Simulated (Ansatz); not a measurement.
**Iridium, omega (AlB2-type) under revPBE: from relaxation to bulk modulus**

The plan for iridium in the omega (AlB2-type) structure: relax it, solve it on a dense k-mesh, then scale the cell to 7 volumes from 88 to 112 % of the relaxed one and try a fit of the equation of state. Spin polarisation is left out. The k-meshes are 9×9×12 for the relaxation; 11×11×15 for the dense run; 11×11×15 for the volumes.

Computed with Ansatz 0.2.0 (DFT revPBE, plane waves (420 eV) with PAW, scalar-relativistic; the PAW data stem from PBE, with regenerated cores, unless a step says otherwise).

### 1 The starting structure

It takes space group P6/mmm (No. 191, hexagonal). Conventional cell: a = 4.308 Å, b = 4.308 Å, c = 2.641 Å, α = 90.00°, β = 90.00°, γ = 120.00°. Ir (site symmetry 6/mmm) is surrounded by 14 Ir at 2.64 to 2.82 Å. Around Ir (site symmetry -6m2) lie 11 Ir at 2.49 to 2.82 Å.

Coordinates:

```
Ir
1.0
     4.30811    0.00000    0.00000
    -2.15405    3.73093    0.00000
     0.00000    0.00000    2.64087
Ir
3
Direct
  0.00000 0.00000 0.00000
  0.33333 0.66667 0.50000
  0.66667 0.33333 0.50000
```

### 2 Relaxation of the cell

Contents of input.yaml:

```yaml
crystal:
  lattice:
    - [4.3081096287, 0.0, 0.0]
    - [-2.1540548143, 3.7309323807, 0.0]
    - [0.0, 0.0, 2.6408712024]
  atoms:
    - { symbol: Ir, position: [0.0, 0.0, 0.0] }
    - { symbol: Ir, position: [0.3333333333, 0.6666666667, 0.5] }
    - { symbol: Ir, position: [0.6666666667, 0.3333333333, 0.5] }
hamiltonian:
  xc: revpbe
  pseudopotentials:
    kind: paw
    azcp:
      Ir: "pseudopotentials/Ir.paw.azcp"
basis:
  ecutwfc: 420
  fft_grid_basis: typed
kpoints:
  mp_grid: { grid: [9, 9, 12], shift: [0, 0, 0] }
magnetization:
  spin_polarized: false
scf:
  occupations: { method: fermi_dirac, width: 0.1 }
relax:
  max_steps: 60
  f_tol: 0.01
  cell: {}
```

Further steps of the session: Dense single point; At 88 % of the relaxed volume; At 92 % of the relaxed volume; At 96 % of the relaxed volume; At 100 % of the relaxed volume; At 104 % of the relaxed volume; At 108 % of the relaxed volume; At 112 % of the relaxed volume.

What does the calculation give? Wanted: space group; conventional cell; volume; shortest distance; gap on the mesh; relative to fcc; V₀, B₀, B₀′.

**Answer**, as computed:

| quantity | value |
| --- | --- |
| space group (spins left aside) | P6/mmm (No. 191) |
| conventional cell | a = 4.392 Å, c = 2.713 Å (c/a = 0.618) |
| volume | 15.108 Å³/atom |
| shortest distance | 2.536 Å |
| gap on the mesh | none (levels filled in part) |
| relative to fcc | +329 meV/atom |
| V₀, B₀, B₀′ | 15.088 Å³/atom, 312 GPa, 5.1 |

**Reading.** From the guessed start the volume grew by 6.8 % in 8 steps. It lies 329 meV/atom above the element's reference form at the same level (fcc, from a run of its own). No gap shows: it is a metal or semimetal at this level. B₀ comes out at 312 GPa, among the stiffest elements; letting shape and positions relax at each volume could only lower it. Relaxation kept the symmetry; phonons were not checked.
